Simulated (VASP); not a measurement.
Wanted: the native input for a VASP 6.6.1 run.

```yaml
Task: band structure
Functional: PBE
Potentials_or_basis: VASP PAW PBE potentials, release 64 (Zn, O)
Cutoff: 520 eV
k_mesh: 9 × 9 × 5
Occupations: gaussian, width 0.03 eV
Spin: no spin polarisation
Further_INCAR_settings: ALGO = Fast; EDIFF = 1e-06
```

The structure of ZnO (zincite) lies in POSCAR:

```
ZnO
1.0
    3.2493080000      0.0000000000      0.0000000000
   -1.6246540000      2.8139832727      0.0000000000
    0.0000000000      0.0000000000      5.2057090000
Zn O
2 2
Direct
    0.3333333333      0.6666666667      0.5000000000
    0.6666666667      0.3333333333      0.0000000000
    0.6666666667      0.3333333333      0.3790100000
    0.3333333333      0.6666666667      0.8790100000
```

These files were run (other wordings do the same):

INCAR

```
PREC = Accurate
ENCUT = 520
EDIFF = 1E-6
ISMEAR = 0
SIGMA = 0.03
LREAL = False
LASPH = True
NELM = 80
ALGO = Fast
ISIF = 2
LWAVE = False
LCHARG = False
GGA = PE
KPAR = 2
```

KPOINTS

```
regular mesh
0
Gamma
  9 9 5
```

KPOINTS_OPT

```
explicit points
181
Reciprocal
 0.0000000000  0.0000000000  0.0000000000 1
 0.0263157895  0.0000000000  0.0000000000 1
 0.0526315789  0.0000000000  0.0000000000 1
 0.0789473684  0.0000000000  0.0000000000 1
 0.1052631579  0.0000000000  0.0000000000 1
 0.1315789474  0.0000000000  0.0000000000 1
[... 173 lines left out ...]
 0.3333333333  0.3333333333  0.5000000000 1
 0.0000000000  0.0000000000  0.0000000000 1
```

Potentials or basis: VASP PAW PBE potentials, release 64 (Zn, O).

Launch:

```bash
$ cat potpaw_PBE.64/Zn/POTCAR potpaw_PBE.64/O/POTCAR > POTCAR
$ mpirun -np 2 vasp_std > vasp.out
```

Results of the run:

```
Pressure                : 5.9 GPa
Largest force           : 0.074 eV/Å
Band gap on the k mesh  : 0.79 eV, direct
Band gap along the path : 0.79 eV, direct
```

Run time: 76 s on 2 MPI ranks on Intel(R) Xeon(R) Platinum 8488C (Sapphire Rapids) (shared host), peak memory 0.18 GiB a rank.
